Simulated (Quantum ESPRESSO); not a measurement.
# AlN(001), stepped through the number of layers, part 2 of 11

Wanted: a table for AlN(001) against the number of layers, and what can be fitted to it.

Quantum ESPRESSO 7.5; plane-wave DFT, PBE, GBRV ultrasoft pseudopotentials.

So far. Step 2 (Relaxing cell and ions of the reference):  The last row is no step: it is a fresh SCF in the final cell with a new plane-wave basis, -0 meV from the row before. The relaxed cell has a = 4.076 Å (conventional setting).

The structure was built from a prototype and need not be the compound's stable phase.

**3. Self-consistent run of the reference**

A bulk run at that cell gives the reference energy and levels.

ref.bulk.in

```
&control
  prefix = 'ref.bulk'
  outdir = './out'
  pseudo_dir = './pseudo'
  calculation = 'scf'
  tprnfor = .true.
/
&system
  ibrav = 0
  nat = 4
  ntyp = 2
  ecutwfc = 40
  ecutrho = 200
  occupations = 'smearing'
  smearing = 'fd'
  degauss = 0.002
  nbnd = 12
/
&electrons
  conv_thr = 1e-09
  mixing_beta = 0.4
  electron_maxstep = 120
/
ATOMIC_SPECIES
  Al  26.9815  al_pbe_v1.uspp.F.UPF
  N   14.0070  n_pbe_v1.2.uspp.F.UPF
CELL_PARAMETERS angstrom
  2.88190044700000 0.00000000000000 0.00000000000000
  0.00000000000000 2.88190044700000 0.00000000000000
  0.00000000000000 0.00000000000000 4.07545171400000
ATOMIC_POSITIONS crystal
  Al  0.000000000000 0.000000000000 0.000000000000
  N   0.500000000000 0.500000000000 0.000000000000
  Al  0.500000000000 0.500000000000 0.500000000000
  N   0.000000000000 0.000000000000 0.500000000000
K_POINTS automatic
  8 8 6 0 0 0
```

The run is started by

```sh
$ OMP_NUM_THREADS=1 mpirun -n 8 pw.x -nk 8 -in ref.bulk.in > ref.bulk.out
```

The program printed:

```text
[banner, memory and clock lines left out]
Program PWSCF v.7.5 starts
[citation notice left out]

[...]
Message from routine setup:
[...]
bravais-lattice index     =            0
     lattice parameter (alat)  =       5.4460  a.u.
     unit-cell volume          =     228.4180 (a.u.)^3
     number of atoms/cell      =            4
     number of atomic types    =            2
     number of electrons       =        16.00
     number of Kohn-Sham states=           12
     kinetic-energy cutoff     =      40.0000  Ry
     charge density cutoff     =     200.0000  Ry
     scf convergence threshold =      1.0E-09
     mixing beta               =       0.4000
     number of iterations used =            8  plain     mixing
     Exchange-correlation= SLA  PW   PBE  PBE
                           (   1   4   3   4   0   0   0)

[...]
PseudoPot. # 1 for Al read from file:
     ./pseudo/al_pbe_v1.uspp.F.UPF
     Pseudo is Ultrasoft + core correction, Zval =  3.0
     Generated by new atomic code, or converted to UPF format
     Using radial grid of  893 points,  3 beta functions with:
                l(1) =   0
                l(2) =   1
                l(3) =   2
     Q(r) pseudized with  8 coefficients,  rinner =    0.900   0.900   0.900
                                                       0.900   0.900

     PseudoPot. # 2 for N  read from file:
     ./pseudo/n_pbe_v1.2.uspp.F.UPF
     Pseudo is Ultrasoft + core correction, Zval =  5.0
     Generated by new atomic code, or converted to UPF format
     Using radial grid of  729 points,  4 beta functions with:
                l(1) =   0
                l(2) =   0
                l(3) =   1
                l(4) =   1
     Q(r) pseudized with  8 coefficients,  rinner =    0.900   0.900   0.900

     atomic species   valence    mass     pseudopotential
     Al                3.00    26.98150     Al( 1.00)
     N                 5.00    14.00700     N ( 1.00)

     16 Sym. Ops., with inversion, found

[...]
number of k points=    60  Fermi-Dirac smearing, width (Ry)=  0.0020
[...]
Dense  grid:    11011 G-vectors     FFT dimensions: (  25,  25,  36)

     Smooth grid:     7731 G-vectors     FFT dimensions: (  24,  24,  32)

     Initial potential from superposition of free atoms

     starting charge      15.9951, renormalised to      16.0000
     Starting wfcs are   16 randomized atomic wfcs

     per-process dynamical memory:    12.7 Mb

     Self-consistent Calculation

     iteration #  1     ecut=    40.00 Ry     beta= 0.40
     Davidson diagonalization with overlap
     ethr =  1.00E-02,  avg # of iterations =  3.2

     total energy              =     -53.87291732 Ry
     estimated scf accuracy    <       0.86011381 Ry

     iteration #  2     ecut=    40.00 Ry     beta= 0.40
[...]
total energy              =     -54.04833409 Ry
     estimated scf accuracy    <       0.01960418 Ry

     iteration #  3     ecut=    40.00 Ry     beta= 0.40
[...]
total energy              =     -54.04886575 Ry
     estimated scf accuracy    <       0.00715172 Ry

     iteration #  4     ecut=    40.00 Ry     beta= 0.40
[...]
total energy              =     -54.04925122 Ry
     estimated scf accuracy    <       0.00068944 Ry

     iteration #  5     ecut=    40.00 Ry     beta= 0.40
[...]
total energy              =     -54.04935240 Ry
     estimated scf accuracy    <       0.00001730 Ry

     iteration #  6     ecut=    40.00 Ry     beta= 0.40
[...]
total energy              =     -54.04934975 Ry
     estimated scf accuracy    <       0.00009408 Ry

[...]
iteration # 14     ecut=    40.00 Ry     beta= 0.40
[...]
total energy              =     -54.04936041 Ry
     estimated scf accuracy    <       0.00000004 Ry

     iteration # 15     ecut=    40.00 Ry     beta= 0.40
[...]
total energy              =     -54.04936042 Ry
     estimated scf accuracy    <       0.00000004 Ry

     iteration # 16     ecut=    40.00 Ry     beta= 0.40
[...]
total energy              =     -54.04936043 Ry
     estimated scf accuracy    <          1.8E-09 Ry

     iteration # 17     ecut=    40.00 Ry     beta= 0.40
[...]
End of self-consistent calculation

          k = 0.0000 0.0000 0.0000 (   999 PWs)   bands (ev):

    -6.5110  -2.3181   3.5960   8.1036   8.1036  10.8503  10.8505  10.8505
    15.1841  16.1874  16.2372  22.9440

          k = 0.0000 0.0000 0.1179 (  1003 PWs)   bands (ev):

    -6.3249  -2.8082   4.1778   8.2434   8.2434  10.1710  10.5974  10.5974
    15.6110  16.4762  16.8486  21.7987

[...]
the Fermi energy is    11.9664 ev

!    total energy              =     -54.04936043 Ry
     estimated scf accuracy    <          9.1E-11 Ry
     smearing contrib. (-TS)   =       0.00000000 Ry
     internal energy E=F+TS    =     -54.04936043 Ry

     The total energy is F=E-TS. E is the sum of the following terms:
     one-electron contribution =       5.71465234 Ry
     hartree contribution      =       9.13602768 Ry
     xc contribution           =     -19.92975492 Ry
     ewald contribution        =     -48.97028553 Ry

     convergence has been achieved in  17 iterations

     Forces acting on atoms (cartesian axes, Ry/au):

     atom    1 type  1   force =     0.00000000    0.00000000    0.00000000
     atom    2 type  2   force =     0.00000000    0.00000000    0.00000000
     atom    3 type  1   force =     0.00000000    0.00000000    0.00000000
     atom    4 type  2   force =     0.00000000    0.00000000    0.00000000

     Total force =     0.000000     Total SCF correction =     0.000000

[...]
```

Wall time 2.6 s (8 MPI ranks of Arm Neoverse V2, shared host); peak memory 0.39 GiB; 20 s of CPU time.

This step gave:

```
free energy                          : -735.3790 eV
valence top, on the run's zero       : 10.85 eV
conduction bottom, on the run's zero : 15.18 eV
gap by band count                    : 4.334 eV
```

(Continued in part 3 of 11.)

[Logs are printed without paths, hosts, clocks, repeated set-up lines and the standing remarks that a program may print on its own settings, such as how far it seeks lower states.]

[Hosts, paths, dates, database ids (printed as entryN), source tags and the programs' standing remarks are cut or masked in the printed files.]

[Maps of the electrostatic potential energy from Ansatz leave out the sawtooth potential of an applied field or a dipole correction, so their vacuum need not be flat; planar profiles and work functions include it.]
